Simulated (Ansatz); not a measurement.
# Relaxing B

All numbers below come from DFT PBEsol, scalar-relativistic, plane waves, PAW (Ansatz 0.2.0). Cutoff 420 eV, Γ-centred k mesh, Gaussian smearing, no spin polarisation in the final step.

The start is a database structure of B, space group R-3m (No. 166).

```
B
1.0
     2.45895    1.41968    4.19350
    -2.45895    1.41968    4.19350
     0.00000   -2.83935    4.19350
B
12
Direct
  0.01019 0.65361 0.01019
  0.01019 0.01019 0.65361
  0.65361 0.01019 0.01019
  0.98981 0.34639 0.98981
  0.34639 0.98981 0.98981
  0.98981 0.98981 0.34639
  0.22118 0.63060 0.22118
  0.22118 0.22118 0.63060
  0.63060 0.22118 0.22118
  0.77882 0.36940 0.77882
  0.36940 0.77882 0.77882
  0.77882 0.77882 0.36940
```

Steps on the 6×6×6 mesh (12 atoms). 4 of 4 steps are shown, and the free energy counts from the last. Trial steps that were taken back and renewals of the plane-wave basis can be among the rows.

```
step  ΔF (meV/atom) V (Å³/atom) P (GPa) largest force component (eV/Å)
   1            2.9         7.32    -5.22                           0.177
   2            0.5         7.23    -2.49                           0.121
   3           -0.3         7.15     0.06                           0.013
   4            0.0         7.15     0.01                           0.012
```

A final relaxation ran on a 9×9×9 mesh. The relaxed crystal, R-3m (No. 166):

```
B
1.0
     2.43806    1.40762    4.16623
    -2.43806    1.40762    4.16623
     0.00000   -2.81523    4.16623
B
12
Direct
  0.01064 0.65381 0.01064
  0.01064 0.01064 0.65381
  0.65381 0.01064 0.01064
  0.98936 0.34619 0.98936
  0.34619 0.98936 0.98936
  0.98936 0.98936 0.34619
  0.22161 0.62975 0.22161
  0.22161 0.22161 0.62975
  0.62975 0.22161 0.22161
  0.77839 0.37025 0.77839
  0.37025 0.77839 0.77839
  0.77839 0.77839 0.37025
```

| Item | Value |
| --- | --- |
| Volume per atom | 7.15 Å³ |
| Density | 2.51 g/cm³ |
| Gap on the 9×9×9 mesh | 1.35 eV |

The final run used a 9×9×9 mesh on its 12-atom cell and 0.02 eV smearing.

Symmetry constrained the relaxation, so the result can be a saddle point.